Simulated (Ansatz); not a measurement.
# Re in Ansatz: the effect of functional

Crystal: Re.

```
CELL_PARAMETERS angstrom
2.76080 0.00000 0.00000
-1.38040 2.39092 0.00000
0.00000 0.00000 4.45820
ATOMIC_POSITIONS crystal
Re 0.66667 0.33333 0.75000
Re 0.33333 0.66667 0.25000
```

Alike in all runs:

| Item | Value |
| --- | --- |
| Program | Ansatz 0.2.0 |
| Task | band structure |
| Potentials or basis | Ansatz PAW |
| k mesh | 6 × 6 × 4 |
| Occupations | fermi-dirac, width 0.05 eV |
| Spin | no spin polarisation |

**Question.** One run gave: pressure 6.5 GPa. Which functional did it use?
A. PBE
B. revPBE
C. PBEsol
D. r2SCAN
E. RPBE

**Answer.** A.

| functional | cutoff | pressure (GPa) |
| --- | --- | --- |
| LDA | 420 eV (not typed: the program's choice for these potentials) | -9.4 |
| PBE | 420 eV (not typed: the program's choice for these potentials) | 6.5 |
| PBEsol | 420 eV (not typed: the program's choice for these potentials) | -3.7 |
| RPBE | 420 eV (not typed: the program's choice for these potentials) | 10.4 |
| revPBE | 420 eV (not typed: the program's choice for these potentials) | 9.3 |
| BLYP | 420 eV (not typed: the program's choice for these potentials) | 20.5 |
| r2SCAN | 500 eV (not typed: the program's choice for these potentials) | -0.1 |

Caveats: all runs use coarse meshes; the PAW data sets come from PBE, with cores solved anew for the run's functional, which leaves a small shift of forces and pressure (some runs).
